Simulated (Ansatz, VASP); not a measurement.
One calculation of HfC, two programs

```xyz
2
Lattice="3.2402 0.0000 0.0000 -1.6201 2.8061 0.0000 0.0000 0.0000 2.9141" Properties=species:S:1:pos:R:3 pbc="T T T"
Hf    1.6201    0.9354    1.2882
C     0.0000    1.8708    2.8283
```

Alike in both runs: functional PBE; k mesh 12 × 12 × 12; occupations gaussian, width 0.02 eV; no spin polarisation.

Ansatz relaxed the structure, and its values are those at the end. VASP's run is a single point on that final structure, the one shown.

|  | VASP | Ansatz |
| --- | --- | --- |
| version | VASP 6.6.1 | Ansatz 0.2.0 |
| potentials or method | VASP PAW PBE potentials, release 64 (Hf_pv, C) | scalar-relativistic, plane waves, PAW |
| plane-wave cutoff (eV) | 520 | 420 |
| valence electrons in the cell | 14 | 30 |

Ansatz gave:

| Property | Result |
| --- | --- |
| gap on the k mesh at the Fermi level (eV) | none |
| pressure (GPa) | 0.0 |
| rms of the force components (eV/Å) | 0.000 |

Problem. What did VASP give for the same quantities?

Solution. gap on the k mesh at the Fermi level (eV): none; pressure (GPa): -0.9; rms of the force components (eV/Å): 0.005.

A gap of «none» marks a metal or a gap that the smearing closes. The functional is the same, so the differences come from potentials, cutoffs and numerics. The two sets of potentials don't hold the same shells in valence.

The runs have no spin-orbit coupling, so splittings on Hf are missing.
